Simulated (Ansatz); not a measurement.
# CsCl: levels with and without spin–orbit coupling

```yaml
crystal:
  lattice:
    - [4.12300, 0.00000, 0.00000]
    - [0.00000, 4.12300, 0.00000]
    - [0.00000, 0.00000, 4.12300]
  atoms:
    - { symbol: Cs, position: [0.00000, 0.00000, 0.00000] }
    - { symbol: Cl, position: [0.50000, 0.50000, 0.50000] }
```

Atom numbers follow the list: Cs1, Cl2.

The cell is COD entry 9008789, as deposited and not checked against the literature; nothing was relaxed.

Methods: DFT, PBE, all-electron LAPW, scalar-relativistic (Ansatz 0.2.0); DFT, PBE, all-electron LAPW, Dirac equation with spin-orbit coupling (Ansatz 0.2.0).

Settings: a Γ-centred 6×6×6 k mesh, Fermi–Dirac smearing of 0.03 eV, basis error target 1 meV/atom, no spin polarisation.

Levels between -8 and 5 eV, each run counted from its own valence-band top. Scalar levels are listed once for both spins; with the coupling every spinor state is counted. Levels near the edges of the range can cross them.

(1) At Γ (0.000, 0.000, 0.000) the scalar-relativistic levels are -5.85 (×3), 0.00 (×3). What are they with spin–orbit coupling?

(2) At M (0.500, 0.500, 0.000) the scalar-relativistic levels are -6.62 (×2), -5.62, -0.42 (×2), -0.06. What are they with spin–orbit coupling?

(3) At X (0.000, 0.500, 0.000) the scalar-relativistic levels are -6.38, -5.71 (×2), -1.16, -0.23 (×2). What are they with spin–orbit coupling?

(4) Without the coupling the gap is 5.27 eV, direct at Γ. And with it?

## Answers

(1) -7.06 (×2), -5.41 (×4), -0.20 (×2), 0.00 (×4).

(2) -7.52 (×2), -6.26 (×2), -5.43 (×2), -0.51 (×2), -0.47 (×2), -0.12 (×2).

(3) -7.19 (×2), -5.68 (×2), -5.25 (×2), -1.23 (×2), -0.34 (×2), -0.26 (×2).

(4) 5.21 eV, direct at Γ.
